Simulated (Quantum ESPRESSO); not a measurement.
# Zr (P6_3/mmc) in Quantum ESPRESSO: notebook

Aim: see how the results for Zr move with the level of theory and the settings. Levels: PBEsol, LDA. Tasks: band structure, single point, equation of state.

Program: Quantum ESPRESSO 7.5. These are calculated values, not measurements. Logs are shortened: lines on timing, memory, paths and dates and some standing lists are left out, and cuts for length are marked.

## Step 1: Starting point

It takes space group P6_3/mmc (No. 194, hexagonal). The conventional cell has a = 3.232 Å, b = 3.232 Å, c = 5.147 Å, α = 90.00°, β = 90.00°, γ = 120.00°. Zr (site symmetry -6m2) has 12 Zr at 3.18 to 3.23 Å as nearest neighbours.

## Step 2: Band structure, PBEsol

The input, pw.in:

```
&CONTROL
  calculation = 'scf'
  prefix = 'pwscf'
  outdir = './tmp'
  pseudo_dir = './pseudo'
  tprnfor = .true.
  tstress = .true.
  disk_io = 'low'
/
&SYSTEM
  ibrav = 0
  celldm(1) = 8
  nat = 2
  ntyp = 1
  ecutwfc = 45
  ecutrho = 360
  nbnd = 19
  occupations = 'smearing'
  smearing = 'fd'
  degauss = 0.00367493
/
&ELECTRONS
  conv_thr = 4d-10
  electron_maxstep = 120
  mixing_beta = 0.5
/
ATOMIC_SPECIES
Zr    91.2240 zr_pbesol_v1.uspp.F.UPF
CELL_PARAMETERS alat
  0.7634493543488   0.0000000000000   0.0000000000000
 -0.3817246771744   0.6611665353615   0.0000000000000
  0.0000000000000   0.0000000000000   1.2158025454311
ATOMIC_POSITIONS crystal
Zr     0.6666666667    0.3333333333    0.7500000000
Zr     0.3333333333    0.6666666667    0.2500000000
K_POINTS automatic
9 9 5 0 0 0
```

The input, bands.in:

```
&CONTROL
  calculation = 'bands'
  prefix = 'pwscf'
  outdir = './tmp'
  pseudo_dir = './pseudo'
  disk_io = 'low'
  verbosity = 'high'
/
&SYSTEM
  ibrav = 0
  celldm(1) = 8
  nat = 2
  ntyp = 1
  ecutwfc = 45
  ecutrho = 360
  nbnd = 19
  occupations = 'smearing'
  smearing = 'fd'
  degauss = 0.00367493
/
&ELECTRONS
  conv_thr = 1d-08
  electron_maxstep = 120
  mixing_beta = 0.5
  diago_full_acc = .true.
  startingwfc = 'random'
/
ATOMIC_SPECIES
Zr    91.2240 zr_pbesol_v1.uspp.F.UPF
CELL_PARAMETERS alat
  0.7634493543488   0.0000000000000   0.0000000000000
 -0.3817246771744   0.6611665353615   0.0000000000000
  0.0000000000000   0.0000000000000   1.2158025454311
ATOMIC_POSITIONS crystal
Zr     0.6666666667    0.3333333333    0.7500000000
Zr     0.3333333333    0.6666666667    0.2500000000
K_POINTS crystal
60
 0.0000000000  0.0000000000  0.0000000000 1
 0.0714285714  0.0000000000  0.0000000000 1
 0.1428571429  0.0000000000  0.0000000000 1
 0.2142857143  0.0000000000  0.0000000000 1
 0.2857142857  0.0000000000  0.0000000000 1
 0.3571428571  0.0000000000  0.0000000000 1
 0.4285714286  0.0000000000  0.0000000000 1
 0.5000000000  0.0000000000  0.0000000000 1
 0.4583333333  0.0833333333  0.0000000000 1
 0.4166666667  0.1666666667  0.0000000000 1
 0.3750000000  0.2500000000  0.0000000000 1
 0.3333333333  0.3333333333  0.0000000000 1
 0.2962962963  0.2962962963  0.0000000000 1
 0.2592592593  0.2592592593  0.0000000000 1
 0.2222222222  0.2222222222  0.0000000000 1
 0.1851851852  0.1851851852  0.0000000000 1
 0.1481481481  0.1481481481  0.0000000000 1
 0.1111111111  0.1111111111  0.0000000000 1
 0.0740740741  0.0740740741  0.0000000000 1
 0.0370370370  0.0370370370  0.0000000000 1
 0.0000000000  0.0000000000  0.0000000000 1
 0.0000000000  0.0000000000  0.1250000000 1
 0.0000000000  0.0000000000  0.2500000000 1
 0.0000000000  0.0000000000  0.3750000000 1
 0.0000000000  0.0000000000  0.5000000000 1
 0.0625000000  0.0000000000  0.5000000000 1
 0.1250000000  0.0000000000  0.5000000000 1
 0.1875000000  0.0000000000  0.5000000000 1
 0.2500000000  0.0000000000  0.5000000000 1
 0.3125000000  0.0000000000  0.5000000000 1
 0.3750000000  0.0000000000  0.5000000000 1
 0.4375000000  0.0000000000  0.5000000000 1
 0.5000000000  0.0000000000  0.5000000000 1
 0.4666666667  0.0666666667  0.5000000000 1
 0.4333333333  0.1333333333  0.5000000000 1
 0.4000000000  0.2000000000  0.5000000000 1
 0.3666666667  0.2666666667  0.5000000000 1
 0.3333333333  0.3333333333  0.5000000000 1
 0.3030303030  0.3030303030  0.5000000000 1
 0.2727272727  0.2727272727  0.5000000000 1
 0.2424242424  0.2424242424  0.5000000000 1
 0.2121212121  0.2121212121  0.5000000000 1
 0.1818181818  0.1818181818  0.5000000000 1
 0.1515151515  0.1515151515  0.5000000000 1
 0.1212121212  0.1212121212  0.5000000000 1
 0.0909090909  0.0909090909  0.5000000000 1
 0.0606060606  0.0606060606  0.5000000000 1
 0.0303030303  0.0303030303  0.5000000000 1
 0.0000000000  0.0000000000  0.5000000000 1
 0.5000000000  0.0000000000  0.5000000000 1
 0.5000000000  0.0000000000  0.3750000000 1
 0.5000000000  0.0000000000  0.2500000000 1
 0.5000000000  0.0000000000  0.1250000000 1
 0.5000000000  0.0000000000  0.0000000000 1
 0.3333333333  0.3333333333  0.0000000000 1
 0.3333333333  0.3333333333  0.1000000000 1
 0.3333333333  0.3333333333  0.2000000000 1
 0.3333333333  0.3333333333  0.3000000000 1
 0.3333333333  0.3333333333  0.4000000000 1
 0.3333333333  0.3333333333  0.5000000000 1
```

Potentials or basis: GBRV 1.5 PBEsol.

Run with:

```bash
> OMP_NUM_THREADS=1 mpirun -n 2 pw.x -nk 2 -in pw.in > pw.out
> OMP_NUM_THREADS=1 mpirun -n 2 pw.x -nk 2 -in bands.in > bands.out
```

pw.out:

```text
This program is part of the open-source Quantum ESPRESSO suite
     for quantum simulation of materials; please cite
         "P. Giannozzi et al., J. Phys.:Condens. Matter 21 395502 (2009);
         "P. Giannozzi et al., J. Phys.:Condens. Matter 29 465901 (2017);
         "P. Giannozzi et al., J. Chem. Phys. 152 154105 (2020);
     in publications or presentations arising from this work. More details at

     Message from routine setup:
     using ibrav=0 with symmetry is DISCOURAGED, use correct ibrav instead

     K-points division:     npool     =       2
     Subspace diagonalization in iterative solution of the eigenvalue problem:
     a serial algorithm will be used

     G-vector sticks info
     --------------------
     sticks:   dense  smooth     PW     G-vecs:    dense   smooth      PW
     Sum         925     463    151                36347    12827    2189

     Using Slab Decomposition

     bravais-lattice index     =            0
     lattice parameter (alat)  =       8.0000  a.u.
     unit-cell volume          =     314.2130 (a.u.)^3
     number of atoms/cell      =            2
     number of atomic types    =            1
     number of electrons       =        24.00
     number of Kohn-Sham states=           19
     kinetic-energy cutoff     =      45.0000  Ry
     charge density cutoff     =     360.0000  Ry
     scf convergence threshold =      4.0E-10
     mixing beta               =       0.5000
     number of iterations used =            8  plain     mixing
     Exchange-correlation= SLA  PW   PSX  PSC
                           (   1   4  10   8   0   0   0)

     celldm(1)=   8.000000  celldm(2)=   0.000000  celldm(3)=   0.000000
     celldm(4)=   0.000000  celldm(5)=   0.000000  celldm(6)=   0.000000

     crystal axes: (cart. coord. in units of alat)
               a(1) = (   0.763449   0.000000   0.000000 )
               a(2) = (  -0.381725   0.661167   0.000000 )
               a(3) = (   0.000000   0.000000   1.215803 )

     reciprocal axes: (cart. coord. in units 2 pi/alat)
               b(1) = (  1.309845  0.756239 -0.000000 )
               b(2) = (  0.000000  1.512478  0.000000 )
               b(3) = (  0.000000 -0.000000  0.822502 )

     PseudoPot. # 1 for Zr read from file:
     zr_pbesol_v1.uspp.F.UPF
     Pseudo is Ultrasoft + core correction, Zval = 12.0
     Generated by new atomic code, or converted to UPF format
     Using radial grid of  887 points,  6 beta functions with:
                l(1) =   0
                l(2) =   0
                l(3) =   1
                l(4) =   1
                l(5) =   2
                l(6) =   2
     Q(r) pseudized with  6 coefficients,  rinner =    1.200   1.200   1.200
                                                       1.200   1.200

     atomic species   valence    mass     pseudopotential
     Zr               12.00    91.22400     Zr( 1.00)

     24 Sym. Ops., with inversion, found (12 have fractional translation)

   Cartesian axes

     site n.     atom                  positions (alat units)
         1        Zr     tau(   1) = (   0.3817247   0.2203888   0.9118519  )
         2        Zr     tau(   2) = (  -0.0000000   0.4407777   0.3039506  )

     number of k points=    36  Fermi-Dirac smearing, width (Ry)=  0.0037
                       cart. coord. in units 2pi/alat
        k(    1) = (   0.0000000   0.0000000   0.0000000), wk =   0.0049383
        k(    2) = (   0.0000000   0.0000000   0.1645004), wk =   0.0098765
        k(    3) = (   0.0000000   0.0000000   0.3290008), wk =   0.0098765
        k(    4) = (   0.0000000   0.1680531   0.0000000), wk =   0.0296296
        k(    5) = (   0.0000000   0.1680531   0.1645004), wk =   0.0592593
        k(    6) = (   0.0000000   0.1680531   0.3290008), wk =   0.0592593
[... 28 lines left out ...]
        k(   35) = (   0.4366149   0.7562391   0.1645004), wk =   0.0197531
        k(   36) = (   0.4366149   0.7562391   0.3290008), wk =   0.0197531

     Dense  grid:    36347 G-vectors     FFT dimensions: (  40,  40,  60)

[... 60 lines left out ...]
     Davidson diagonalization with overlap
     ethr =  3.01E-10,  avg # of iterations =  2.1

     negative rho (up, down):  1.237E-01 0.000E+00

     End of self-consistent calculation

          k = 0.0000 0.0000 0.0000 (  1617 PWs)   bands (ev):

   -34.7166 -34.5604 -13.2737 -12.3967 -12.3967 -12.2568 -12.2536 -12.2536
     8.3571  10.9878  14.8836  14.8836  15.0378  15.2080  15.5782  15.5782
    16.1534  16.1534  18.4679

          k = 0.0000 0.0000 0.1645 (  1611 PWs)   bands (ev):

   -34.7019 -34.5755 -13.1824 -12.3831 -12.3831 -12.3606 -12.2674 -12.2674
     8.6874  10.9459  14.6614  14.7453  14.7453  14.7882  15.3455  15.3455
    16.6233  16.6233  18.5362

          k = 0.0000 0.0000 0.3290 (  1640 PWs)   bands (ev):

   -34.6633 -34.6150 -12.9382 -12.6248 -12.3476 -12.3476 -12.3034 -12.3034
     9.5551  10.5183  14.0533  14.2636  14.7011  14.7011  14.9380  14.9380
    17.5393  17.5393  18.3134

          k = 0.0000 0.1681 0.0000 (  1629 PWs)   bands (ev):

   -34.7027 -34.5547 -13.2360 -12.4791 -12.4236 -12.3388 -12.2734 -12.2645
     8.6992  11.2958  14.2440  14.5586  15.2034  15.2685  15.5517  15.8471
    15.8717  15.8777  18.6733

          k = 0.0000 0.1681 0.1645 (  1611 PWs)   bands (ev):

   -34.6888 -34.5690 -13.1542 -12.4622 -12.4235 -12.4086 -12.2976 -12.2799
     9.0138  11.2684  14.0037  14.2873  14.8474  14.9952  15.3574  15.6017
    16.4692  16.5382  18.6666

          k = 0.0000 0.1681 0.3290 (  1610 PWs)   bands (ev):

   -34.6521 -34.6064 -12.9360 -12.6576 -12.4107 -12.3691 -12.3496 -12.3200
     9.8514  10.8248  13.6219  14.0630  14.5144  14.9404  14.9500  15.1898
    17.4366  17.5376  18.2999

          k = 0.0000 0.3361 0.0000 (  1607 PWs)   bands (ev):

   -34.6660 -34.5415 -13.1320 -12.6875 -12.5451 -12.4882 -12.3234 -12.2951
     9.6072  11.9173  13.4009  13.5670  14.7744  15.3252  15.4115  16.1226
    16.3090  16.7248  19.0132

          k = 0.0000 0.3361 0.1645 (  1610 PWs)   bands (ev):

   -34.6542 -34.5535 -13.0864 -12.6595 -12.6037 -12.4700 -12.3427 -12.3138
     9.8552  11.9510  13.0467  13.6716  14.5334  15.2173  15.3070  16.2545
    16.7094  16.7555  18.8643
[... 139 lines left out ...]
          k = 0.2911 0.6722 0.1645 (  1598 PWs)   bands (ev):

   -34.5624 -34.5338 -13.0376 -12.9481 -12.7904 -12.6367 -12.5659 -12.4654
    11.7848  12.4418  12.5343  13.0520  14.1677  14.4799  15.5814  17.7175
    18.1154  19.1038  20.4963

          k = 0.2911 0.6722 0.3290 (  1595 PWs)   bands (ev):

   -34.5535 -34.5426 -13.0850 -13.0490 -12.7531 -12.6712 -12.4630 -12.4124
    11.8023  12.1212  13.0037  13.5146  13.7772  14.2724  15.7943  16.4961
    18.3814  19.0109  20.7577

          k = 0.4366 0.7562 0.0000 (  1608 PWs)   bands (ev):

   -34.5431 -34.5431 -12.9634 -12.8080 -12.8080 -12.6618 -12.6618 -12.6385
    11.9232  12.6713  12.6713  12.8924  14.2855  14.2855  15.8240  18.3550
    18.3550  18.7491  20.3753

          k = 0.4366 0.7562 0.1645 (  1599 PWs)   bands (ev):

   -34.5431 -34.5431 -12.9334 -12.9248 -12.9248 -12.6706 -12.5404 -12.5404
    12.1183  12.6441  12.6441  12.9111  14.1650  14.1650  15.7735  17.7620
    18.4430  18.4430  20.7141

          k = 0.4366 0.7562 0.3290 (  1587 PWs)   bands (ev):

   -34.5430 -34.5430 -13.0258 -13.0258 -12.8538 -12.7534 -12.4320 -12.4320
    12.5595  12.5852  12.5852  12.8683  14.0231  14.0231  15.8336  16.4739
    18.4419  18.4419  21.7294

     the Fermi energy is    14.0384 ev

!    total energy              =    -198.26192701 Ry
     estimated scf accuracy    <          3.9E-10 Ry
     smearing contrib. (-TS)   =      -0.00122371 Ry
     internal energy E=F+TS    =    -198.26070330 Ry

     The total energy is F=E-TS. E is the sum of the following terms:
     one-electron contribution =     -35.98341658 Ry
     hartree contribution      =      27.15011660 Ry
     xc contribution           =     -35.29002271 Ry
     ewald contribution        =    -154.13738060 Ry

     convergence has been achieved in   7 iterations

     negative rho (up, down):  1.237E-01 0.000E+00

     Forces acting on atoms (cartesian axes, Ry/au):

     atom    1 type  1   force =    -0.00000000    0.00000000    0.00000000
     atom    2 type  1   force =     0.00000000   -0.00000000    0.00000000

     Total force =     0.000000     Total SCF correction =     0.000000

     Computing stress (Cartesian axis) and pressure

     negative rho (up, down):  1.237E-01 0.000E+00
          total   stress  (Ry/bohr**3)                   (kbar)     P=      -33.03
  -0.00024354  -0.00000000   0.00000000          -35.83       -0.00        0.00
  -0.00000000  -0.00024354   0.00000000           -0.00      -35.83        0.00
   0.00000000  -0.00000000  -0.00018658            0.00       -0.00      -27.45

=------------------------------------------------------------------------------=
   JOB DONE.
=------------------------------------------------------------------------------=
```

Wall time 24 s (2 MPI ranks of Arm Neoverse V2, shared host); peak memory 0.24 GiB.

What came out:

- Free energy: -2697.4909 eV
- Pressure: -3.3 GPa
- Band gap on the k mesh: none (metal or under the smearing width)

Stress tensor (GPa, compression positive):
```
-3.58  0.00  0.00
 0.00 -3.58  0.00
 0.00  0.00 -2.74
```

Levels at the corners of the path, in eV from the Fermi level:
```csv
point,band 8,band 9,band 10,band 11,band 12,band 13,band 14,band 15,band 16,band 17
Γ,-26.29,-5.68,-3.05,0.85,0.85,1.00,1.17,1.54,1.54,2.11
M,-26.40,-2.58,-2.53,-2.16,-0.22,0.51,0.77,1.45,4.90,5.30
K,-26.68,-2.12,-1.37,-1.37,-1.15,0.25,0.25,1.79,4.32,4.32
Γ,-26.29,-5.68,-3.05,0.85,0.85,1.00,1.17,1.54,1.54,2.11
A,-26.36,-3.97,-3.97,0.03,0.03,0.75,0.75,0.75,0.75,3.94
L,-26.52,-2.89,-2.89,-1.07,-1.07,1.62,1.62,2.19,2.19,5.13
H,-26.46,-1.47,-1.47,-1.29,-1.29,-0.03,-0.03,2.02,2.02,4.39
A,-26.36,-3.97,-3.97,0.03,0.03,0.75,0.75,0.75,0.75,3.94
L,-26.52,-2.89,-2.89,-1.07,-1.07,1.62,1.62,2.19,2.19,5.13
M,-26.40,-2.58,-2.53,-2.16,-0.22,0.51,0.77,1.45,4.90,5.30
K,-26.68,-2.12,-1.37,-1.37,-1.15,0.25,0.25,1.79,4.32,4.32
H,-26.46,-1.47,-1.47,-1.29,-1.29,-0.03,-0.03,2.02,2.02,4.39
```

## Step 3: Single point, LDA, 21.88 Å³/atom

The input, pw.in:

```
&CONTROL
  calculation = 'scf'
  prefix = 'pwscf'
  outdir = './tmp'
  pseudo_dir = './pseudo'
  tprnfor = .true.
  tstress = .true.
  disk_io = 'nowf'
/
&SYSTEM
  ibrav = 0
  nat = 2
  ntyp = 1
  ecutwfc = 45
  ecutrho = 360
  nbnd = 19
  occupations = 'smearing'
  smearing = 'fd'
  degauss = 0.00367493
/
&ELECTRONS
  conv_thr = 4d-10
  electron_maxstep = 120
  mixing_beta = 0.5
/
ATOMIC_SPECIES
Zr    91.2240 zr_lda_v1.uspp.F.UPF
CELL_PARAMETERS angstrom
   3.1660223034    0.0000000000    0.0000000000
  -1.5830111517    2.7418557436    0.0000000000
   0.0000000000    0.0000000000    5.0419297016
ATOMIC_POSITIONS crystal
Zr     0.6666666667    0.3333333333    0.7500000000
Zr     0.3333333333    0.6666666667    0.2500000000
K_POINTS automatic
9 9 5 0 0 0
```

Potentials or basis: GBRV 1.5 LDA.

Run with:

```bash
> OMP_NUM_THREADS=1 mpirun -n 2 pw.x -nk 2 -in pw.in > pw.out
```

It took 7 s on 2 MPI ranks of Arm Neoverse V2, shared host; peak memory 0.22 GiB.

It converged, with:

```
Free energy            : -2701.9970 eV
Pressure               : -0.3 GPa
Band gap on the k mesh : none (metal or under the smearing width)
```

## Step 4: Single point, LDA, 22.35 Å³/atom

Changes to pw.in since step 3:

```diff
@@ -28,5 +28,5 @@
 CELL_PARAMETERS angstrom
-   3.1660223034    0.0000000000    0.0000000000
-  -1.5830111517    2.7418557436    0.0000000000
-   0.0000000000    0.0000000000    5.0419297016
+   3.1883189697    0.0000000000    0.0000000000
+  -1.5941594848    2.7611652231    0.0000000000
+   0.0000000000    0.0000000000    5.0774374186
 ATOMIC_POSITIONS crystal
```

Run with:

```bash
> OMP_NUM_THREADS=1 mpirun -n 2 pw.x -nk 2 -in pw.in > pw.out
```

Wall time 7.1 s (2 MPI ranks of Arm Neoverse V2, shared host); peak memory 0.22 GiB.

Results (log left out):

- Free energy: -2701.9894 eV
- Pressure: -2.4 GPa
- Band gap on the k mesh: none (metal or under the smearing width)

(Continued in part 2 of 2.)
